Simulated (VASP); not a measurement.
Here is a VASP 6.6.1 calculation.

INCAR

```
PREC = Accurate
ENCUT = 520
EDIFF = 1E-7
ISMEAR = -1
SIGMA = 0.05
LREAL = False
LASPH = True
NELM = 120
ALGO = Normal
ISIF = 2
LWAVE = False
LCHARG = False
ISPIN = 2
MAGMOM = 4 4 0 0
LORBIT = 11
LMAXMIX = 4
GGA = PS
NBANDS = 31
```

Contents of KPOINTS:

```
Automatic mesh
0
Gamma
  8 8 4
```

File POSCAR:

```
MnS
1.0
    3.9535769233      0.0000000000      0.0000000000
   -1.9767884617      3.4238980514      0.0000000000
    0.0000000000      0.0000000000      6.3425288600
Mn S
2 2
Direct
    0.6713760000      0.3353310000      0.5009400000
    0.3299070000      0.6661950000      0.9983860000
    0.3460390000      0.6812160000      0.6238240000
    0.6704390000      0.3240270000      0.1324400000
```

Potentials or basis: VASP PAW PBE potentials, release 64 (Mn_pv, S).

The run is started by

```bash
$ cat potpaw_PBE.64/Mn_pv/POTCAR potpaw_PBE.64/S/POTCAR > POTCAR
$ mpirun -np 1 vasp_std > vasp.out
```

Task: Estimate the largest force.

Result: 0.611 eV/Å.

Task: Predict the pressure.

Result: -0.3 GPa.

Task: What does it give for the site moments?

Result: Mn +4.28, +4.31; S +0.09 μB.

Forces in eV/Å, atoms in the order of the input:
```
Mn   0.034  0.237  0.328
Mn   0.192 -0.122  0.295
S   -0.033 -0.268 -0.064
S   -0.193  0.153 -0.559
```

Caveat: the PAW data sets were made with another functional, which shifts forces and pressure a little; only a ferromagnetic start was run, and an antiferromagnetic order may lie lower in energy.
